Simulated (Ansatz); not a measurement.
Level of theory: DFT PBE, scalar-relativistic, plane waves, PAW in Ansatz. Settings: cutoff 420 eV, Γ-centred meshes spaced at most about 0.3 Å⁻¹ (2π included), Gaussian smearing. No spin polarisation.

Each guess is relaxed in cell and atoms at zero pressure, on a coarse mesh first where it starts far from rest and then on a converged one. The steps can't lower the symmetry of the start, but it can rise. Energies are static (0 K, no zero-point motion).

Two unrelaxed guesses for ZrSi₂O₆:

A.

Space group P-3m1 (No. 164). a = 3.633 Å, b = 3.633 Å, c = 8.898 Å, α = 90.00°, β = 90.00°, γ = 120.00°
```json
{"atom": "Zr", "site": "1a", "symmetry": "-3m.", "x": "0.0000", "y": "0.0000", "z": "0.0000"}
{"atom": "Si", "site": "2d", "symmetry": "3m.", "x": "0.3333", "y": "0.6667", "z": "0.6667"}
{"atom": "O", "site": "2d", "symmetry": "3m.", "x": "0.3333", "y": "0.6667", "z": "0.9167"}
{"atom": "O", "site": "2d", "symmetry": "3m.", "x": "0.6667", "y": "0.3333", "z": "0.5833"}
{"atom": "O", "site": "2c", "symmetry": "3m.", "x": "0.0000", "y": "0.0000", "z": "0.2500"}
```

B.

Space group C222 (No. 21). a = 4.751 Å, b = 8.229 Å, c = 5.201 Å, α = 90.00°, β = 90.00°, γ = 90.00°
| atom | site | symmetry | x | y | z |
| --- | --- | --- | --- | --- | --- |
| Zr | 2c | 222 | 0.5000 | 0.0000 | 0.5000 |
| Si | 4k | ..2 | 0.2500 | 0.2500 | 0.8333 |
| O | 8l | 1 | 0.1871 | 0.3957 | 0.6667 |
| O | 4g | .2. | 0.5000 | 0.2914 | 0.0000 |

**Question.** Where do they end, and which end is lower?

**Answer.** B ends lower, by 0.83 eV/atom. A: P-3m1 at 11.3 Å³/atom → P-3m1 at 9.2 Å³/atom; B: C222 at 11.3 Å³/atom → C222 at 17.4 Å³/atom. Counting O atoms around Si and Zr (those within 1.25 times the shortest such distance or 1.15 times the sum of covalent radii; a plus sign parts nearer from farther groups), the end of A has Zr 8, Si 2+6 and the end of B has Zr 4, Si 4. End of A. Conventional cell: a = 3.580 Å, c = 7.448 Å. Around Zr lie 8 O at 2.12–2.22 Å; around Si lie 2 O at 1.72–1.81 Å and 6 O at 2.12–2.13 Å; around O on its first site lie 1 Si at 1.81 Å, 3 Zr at 2.22 Å and 3 O at 2.45 Å; 2 more sites not described. End of B. Conventional cell: a = 5.212 Å, b = 9.961 Å, c = 6.040 Å. Zr is surrounded by 4 O at 1.96 Å; Si is surrounded by 4 O at 1.63 Å; O on a site of symmetry 1 has 1 Si at 1.63 Å and 1 Zr at 1.96 Å; 1 more site not described.

Cells without such a test can be saddle points. Shaken at random and relaxed again, the end of B falls into a cell with space group C2 (No. 5), 7 meV/atom lower and the lowest form computed, so it is a saddle point or a shallow minimum. Some candidate types were left out of the draw beforehand, so a known form may be missing.
